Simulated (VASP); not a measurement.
# CO in VASP: a series of runs

The runs below take CO through single point, relaxation of the atoms, with PBE, r2SCAN.

All numbers are computed with VASP 6.6.1; they aren't measurements. Logs are shortened: lines on timing, memory, paths and dates and some standing lists are left out, and cuts for length are marked.

## Step 1: Starting point

The cell holds a molecule in a box, 2 atoms: a = 12.000 Å, b = 12.500 Å, c = 14.000 Å, α = 90.00°, β = 90.00°, γ = 90.00°.

## Step 2: Single point, PBE

The input, INCAR:

```
SYSTEM = CO
PREC = Accurate ; ENCUT = 520
EDIFF = 1E-6 ; ISMEAR = 0
SIGMA = 0.01 ; LREAL = .FALSE.
LASPH = .TRUE. ; NELM = 100
ALGO = Fast ; ISIF = 2
LWAVE = .FALSE. ; LCHARG = .FALSE.
GGA = PE ; NBANDS = 12
```

The input, KPOINTS:

```
regular mesh
0
G
  1 1 1
  0 0 0
```

The input, POSCAR:

```
CO
1.0
   12.0000000000      0.0000000000      0.0000000000
    0.0000000000     12.5000000000      0.0000000000
    0.0000000000      0.0000000000     14.0000000000
C O
1 1
Direct
    0.5000000000      0.4960000000      0.4287420731
    0.5000000000      0.4960000000      0.5098293555
```

Potentials or basis: VASP PAW PBE potentials, release 64 (C, O).

On the command line:

```console
cat potpaw_PBE.64/C/POTCAR potpaw_PBE.64/O/POTCAR > POTCAR
mpirun -np 1 vasp_gam > vasp.out
```

OUTCAR:

```text
SYSTEM = CO
   PREC = Accurate
   ENCUT = 520
   EDIFF = 1E-6
   ISMEAR = 0
   LREAL = .FALSE.
   LASPH = .TRUE.
   NELM = 100
   ISIF = 2
   GGA = PE

 ion  position               nearest neighbor table
   1  0.500  0.496  0.429-   2 1.14
   2  0.500  0.496  0.510-   1 1.14

  LATTYP: Found a simple orthorhombic cell.
 ALAT       =    12.0000000000
 B/A-ratio  =     1.0416666667
 C/A-ratio  =     1.1666666667

  Lattice vectors:

 A1 = (  12.0000000000,   0.0000000000,   0.0000000000)
 A2 = (   0.0000000000,  12.5000000000,   0.0000000000)
 A3 = (   0.0000000000,   0.0000000000,  14.0000000000)

Analysis of symmetry for initial positions (statically):
=====================================================================
 Subroutine PRICEL returns:
 Original cell was already a primitive cell.

 Routine SETGRP: Setting up the symmetry group for a
 simple orthorhombic supercell.

 Subroutine GETGRP returns: Found  4 space group operations
 (whereof  2 operations were pure point group operations)
 out of a pool of  8 trial point group operations.

The static configuration has the point symmetry C_1h.
 The point group associated with its full space group is C_2v.

Analysis of symmetry for dynamics (positions and initial velocities):
=====================================================================
 Subroutine PRICEL returns:
 Original cell was already a primitive cell.

 Routine SETGRP: Setting up the symmetry group for a
 simple orthorhombic supercell.

 Subroutine GETGRP returns: Found  4 space group operations
 (whereof  2 operations were pure point group operations)
 out of a pool of  8 trial point group operations.

The dynamic configuration has the point symmetry C_1h.
 The point group associated with its full space group is C_2v.

 Subroutine INISYM returns: Found  4 space group operations
 (whereof  2 operations are pure point group operations),
 and found     1 'primitive' translations

----------------------------------------------------------------------------------------

                                     Primitive cell

  volume of cell :    2100.0000

  direct lattice vectors                    reciprocal lattice vectors
    12.000000000  0.000000000  0.000000000     0.083333333  0.000000000  0.000000000
     0.000000000 12.500000000  0.000000000     0.000000000  0.080000000  0.000000000
     0.000000000  0.000000000 14.000000000     0.000000000  0.000000000  0.071428571

  length of vectors
    12.000000000 12.500000000 14.000000000     0.083333333  0.080000000  0.071428571
[... 59 lines left out ...]
   EDIFFG = 0.1E-04   stopping-criterion for IOM
   NSW    =      0    number of steps for IOM
   IBRION =     -1    ionic relax: 0-MD 1-quasi-New 2-CG
   NFREE  =      0    steps in history (QN), initial steepest desc. (CG)
   ISIF   =      2    stress and relaxation
   ISYM   =      2    0-nonsym 1-usesym 2-fastsym
   POTIM  = 0.5000    time-step for ionic-motion
   TEBEG  =    0.0;   TEEND  =   0.0 temperature during run
   PSTRESS=    0.0 pullay stress
   NELECT =      10.0000    total number of electrons
   NUPDOWN=      -1.0000    fix difference up-down
   EMIN   =  10.00;   EMAX   =-10.00  energy-range for DOS
   EFERMI =   0.00;   METHOD = LEGACY
   ISMEAR =     0;   SIGMA  =   0.01  broadening in eV -4-tet -1-fermi 0-gaus
   EFERMI_NEDOS =   21; number of points for ismear=-14 and -15
   IALGO  =     68    algorithm
   IMIX   =      4    mixing-type and parameters
     AMIX     =   0.40;   BMIX     =  1.00
     AMIX_MAG =   1.60;   BMIX_MAG =  1.00
  volume/ion in A,a.u.               =    1050.00      7085.75
  Fermi-wavevector in a.u.,A,eV,Ry     =   0.275424  0.520476  1.032116  0.075858
  Thomas-Fermi vector in A             =   1.119064
   LORBIT       =      0    0 simple, 1 ext, 2 COOP (PROOUT), +10 PAW based schemes
   GGA     = PE    functional components
   LHFCALC =     F    Hartree Fock is set to
   AEXX    =    0.0000 exact exchange contribution
   IVDW    =     0    specifies the selected vdW correction
   LEPSILON=     F    determine dielectric tensor
   LRPA    =     F    only Hartree local field effects (RPA)
 non-spin polarized calculation
 RMM-DIIS sequential band-by-band and
 Gauss-broadening in eV      SIGMA  =   0.01
  energy-cutoff  :      520.00
  volume of cell :     2100.00
 maximum number of plane-waves:     28286
 NGX is ok and might be reduce to    90
   NGX = 45   NGY = 47   NGZ = 53

 number of electron      10.0000000 magnetization

 Free energy of the ion-electron system (eV)
  ---------------------------------------------------
  ext. energy  EPLUGINS =         0.00000000
  ---------------------------------------------------
  free energy    TOTEN  =       -14.78800689 eV

  energy without entropy =      -14.78800689  energy(sigma->0) =      -14.78800689

 E-fermi :  -8.9070     XC(G=0):  -0.3225

 val. band max:       -8.9905771394   @ k =   0.0000   0.0000   0.0000
 cond. band min:      -2.0198566745   @ k =   0.0000   0.0000   0.0000
 fundamental gap:      6.9707204649
 Fermi energy:        -8.9069644662

 k-point     1 :       0.0000    0.0000    0.0000
  band No.  band energies     occupation
      1     -29.3174      2.00000
      2     -13.9919      2.00000
      3     -11.7532      2.00000
      4     -11.7532      2.00000
      5      -8.9906      2.00000
      6      -2.0199      0.00000
      7      -2.0198      0.00000
      8      -0.1627      0.00000
      9       0.5264      0.00000
     10       0.6361      0.00000
     11       0.7672      0.00000
     12       0.8347      0.00000

------------------------ aborting loop because EDIFF is reached ----------------------------------------

  FORCE on cell =-STRESS in cart. coord.  units (eV):
  Direction    XX          YY          ZZ          XY          YZ          ZX
  --------------------------------------------------------------------------------------
  -------------------------------------------------------------------------------------
  Total       -0.0378755     -0.0377210      1.0126787      0.0000000      0.0000000      0.0000000
  in kB       -0.0288968     -0.0287789      0.7726147      0.0000000      0.0000000      0.0000000
  external PRESSURE =       0.2383130 kB  Pullay stress =       0.0000000 kB

 VOLUME and BASIS-vectors are now :
 -----------------------------------------------------------------------------
  energy-cutoff  :      520.00
  volume of cell :     2100.00
      direct lattice vectors                 reciprocal lattice vectors
    12.000000000  0.000000000  0.000000000     0.083333333  0.000000000  0.000000000
     0.000000000 12.500000000  0.000000000     0.000000000  0.080000000  0.000000000
     0.000000000  0.000000000 14.000000000     0.000000000  0.000000000  0.071428571

 POSITION                                       TOTAL-FORCE (eV/Angst)
 -----------------------------------------------------------------------------------
      6.00000      6.20000      6.00239         0.000000      0.000000     -0.938575
      6.00000      6.20000      7.13761         0.000000      0.000000      0.938575
 -----------------------------------------------------------------------------------
    total drift:                                0.000000      0.000044     -0.001691

  FREE ENERGIE OF THE ION-ELECTRON SYSTEM (eV)
  ---------------------------------------------------
  free  energy   TOTEN  =       -14.7880068923 eV

  energy  without entropy=      -14.7880068923  energy(sigma->0) =      -14.78800689
```

OSZICAR:

```text
N       E                     dE             d eps       ncg     rms          rms(c)
DAV:   1     0.101642208020E+03    0.10164E+03   -0.20572E+03    32   0.402E+02
DAV:   2     0.561949640533E+02   -0.45447E+02   -0.42021E+02    24   0.678E+01
DAV:   3    -0.623294026349E+01   -0.62428E+02   -0.62201E+02    40   0.677E+01
[... 13 lines left out ...]
RMM:  17    -0.147879675244E+02   -0.59505E-05   -0.33998E-06    33   0.755E-03    0.275E-03
RMM:  18    -0.147879925988E+02   -0.25074E-04   -0.20019E-06    32   0.709E-03    0.991E-04
RMM:  19    -0.147879965667E+02   -0.39679E-05   -0.30634E-07    31   0.286E-03    0.904E-04
RMM:  20    -0.147880062602E+02   -0.96934E-05   -0.14634E-07    31   0.198E-03    0.560E-04
RMM:  21    -0.147880068923E+02   -0.63214E-06   -0.35223E-08    27   0.981E-04
   1 F= -.14788007E+02 E0= -.14788007E+02  d E =-.245219E-32
```

stdout:

```text
POSCAR found type information on POSCAR C O
 POSCAR found :  2 types and       2 ions
 scaLAPACK will be used
 LDA part: xc-table for (Slater+PW92), standard interpolation
 POSCAR, INCAR and KPOINTS ok, starting setup
 FFT: planning ... GRIDC
 FFT: planning ... GRID_SOFT
 FFT: planning ... GRID
 WAVECAR not read
 entering main loop
```

Run time: 84 s. Hardware: 1 thread of Intel Xeon 6975P-C (Granite Rapids), shared host; peak memory 1.6 GiB.

What came out:

| Item | Value |
| --- | --- |
| Free energy | -14.7880 eV |
| Largest force | 0.939 eV/Å |
| Gap between the frontier levels | 6.97 eV |

Forces on the atoms (eV/Å):
```
C    0.000  0.000 -0.939
O    0.000  0.000  0.939
```

Levels at points of the mesh, in eV from the valence-band top:
| k point | band 1 | band 2 | band 3 | band 4 | band 5 | band 6 | band 7 | band 8 | band 9 | band 10 |
| --- | --- | --- | --- | --- | --- | --- | --- | --- | --- | --- |
| (0.00, 0.00, 0.00) | -20.33 | -5.00 | -2.76 | -2.76 | 0.00 | 6.97 | 6.97 | 8.83 | 9.52 | 9.63 |

Caveat: the standard files for N, O and F lose accuracy on very short bonds.

## Step 3: Relaxation of the atoms, PBE

The input, INCAR:

```
SYSTEM = CO
PREC = Accurate ; ENCUT = 520
EDIFF = 1E-6 ; ISMEAR = 0
SIGMA = 0.01 ; LREAL = .FALSE.
LASPH = .TRUE. ; NELM = 100
ALGO = Normal ; ISIF = 2
LWAVE = .FALSE. ; LCHARG = .FALSE.
GGA = PE ; IBRION = 2
NSW = 100 ; EDIFFG = -0.003
```

KPOINTS is that of step 2.

The input, POSCAR:

```
CO
1.0
   12.0000000000      0.0000000000      0.0000000000
    0.0000000000     12.5000000000      0.0000000000
    0.0000000000      0.0000000000     14.0000000000
C O
1 1
Direct
    0.5000000000      0.4960000000      0.4285714286
    0.5000000000      0.4960000000      0.5100000000
```

Potentials or basis: VASP PAW PBE potentials, release 64 (C, O).

On the command line:

```console
cat potpaw_PBE.64/C/POTCAR potpaw_PBE.64/O/POTCAR > POTCAR
mpirun -np 1 vasp_gam > vasp.out
```

Run time: 3.1 min. Hardware: 1 thread of Intel Xeon 6975P-C (Granite Rapids), shared host; peak memory 1.7 GiB.

Results (log left out):

| Item | Value |
| --- | --- |
| Free energy | -14.7917 eV |
| Energy gained by relaxing | 0.3 meV/atom |
| Ionic steps | 3 |
| Gap between the frontier levels | 6.91 eV |

The path:
```csv
step,energy change (eV),largest force (eV/Å),pressure (GPa)
1,0.0000,0.3725,0.01
2,0.0558,3.3130,-0.10
3,-0.0006,0.0010,0.00
```

Final structure:
```
C O
1.0
    12.00000    0.00000    0.00000
     0.00000   12.50000    0.00000
     0.00000    0.00000   14.00000
C O
1 1
Direct
  0.50000 0.49600 0.42846
  0.50000 0.49600 0.51012
```

Levels at points of the mesh, in eV from the valence-band top:
```
           k point  band 3  band 4  band 5  band 6  band 7  band 8
(0.00, 0.00, 0.00)   -2.68   -2.68    0.00    6.91    6.91    8.85
```

Caveat: the standard files for N, O and F lose accuracy on very short bonds.

## Step 4: Single point, r2SCAN

The input, POSCAR:

```
CO
1.0
   12.0000000000      0.0000000000      0.0000000000
    0.0000000000     12.5000000000      0.0000000000
    0.0000000000      0.0000000000     14.0000000000
C O
1 1
Direct
    0.5000000000      0.4960000000      0.4287420731
    0.5000000000      0.4960000000      0.5098293555
```

The input, INCAR.step1:

```
SYSTEM = CO
ALGO = Normal
EDIFF = 1E-4
ENCUT = 520
GGA = PE
ISMEAR = 0
LASPH = .True.
LCHARG = .False.
LREAL = .False.
LWAVE = .True.
NBANDS = 12
NELM = 100
PREC = Accurate
SIGMA = 0.01
```

The input, INCAR.step2:

```
SYSTEM = CO
ALGO = Normal
EDIFF = 1E-7
ENCUT = 520
ISIF = 2
ISMEAR = 0
ISTART = 1
LASPH = .True.
LCHARG = .True.
LELF = .True.
LMIXTAU = .True.
LREAL = .False.
LVHAR = .True.
LWAVE = .False.
METAGGA = R2SCAN
NBANDS = 12
NELM = 100
PREC = Accurate
SIGMA = 0.01
```

The input, KPOINTS:

```
k-points
0
Gamma
  1 1 1
  0 0 0
```

On the command line:

```console
cat potpaw_PBE.64/C/POTCAR potpaw_PBE.64/O/POTCAR > POTCAR
cp INCAR.step1 INCAR
mpirun -np 1 vasp_gam > vasp.out
cp INCAR.step2 INCAR
mpirun -np 1 vasp_gam > vasp.out
```

It took 9.3 min on 1 thread of Intel Xeon 6975P-C (Granite Rapids), shared host; peak memory 2 GiB.

It converged, with:

| Property | Result |
| --- | --- |
| Free energy | -16.4717 eV |
| Largest force | 0.060 eV/Å |
| Gap between the frontier levels | 7.76 eV |

Forces in eV/Å, atoms in the order of the input:
```
C    0.000  0.000  0.060
O    0.000  0.000 -0.060
```

Levels at points of the mesh, in eV from the valence-band top:
| k point | band 3 | band 4 | band 5 | band 6 | band 7 | band 8 |
| --- | --- | --- | --- | --- | --- | --- |
| (0.00, 0.00, 0.00) | -2.66 | -2.66 | 0.00 | 7.76 | 7.76 | 9.52 |

Caveat: the standard files for N, O and F lose accuracy on very short bonds; the PAW data sets were made with another functional, which shifts forces and pressure a little. r2SCAN opens gaps a little over a GGA but as a rule still falls short of measured ones.

## Step 5: Summary

| task | level | cell | gap on the mesh (eV) | largest force (eV/Å) |
| --- | --- | --- | --- | --- |
| single point | PBE | as given | 6.97 | 0.94 |
| relaxation of the atoms | PBE | atoms relaxed | 6.91 | - |
| single point | r2SCAN | as given | 7.76 | 0.06 |

Alike in all rows: potentials or basis VASP PAW PBE potentials, release 64 (C, O); no spin polarisation; k mesh 1 × 1 × 1; cutoff (eV) 520; smearing gaussian 0.01 eV.

Caveats: the standard files for N, O and F lose accuracy on very short bonds; the PAW data sets were made with another functional, which shifts forces and pressure a little (some runs).

Total energies depend on the potentials used, so only differences within one code and one set of settings carry meaning.
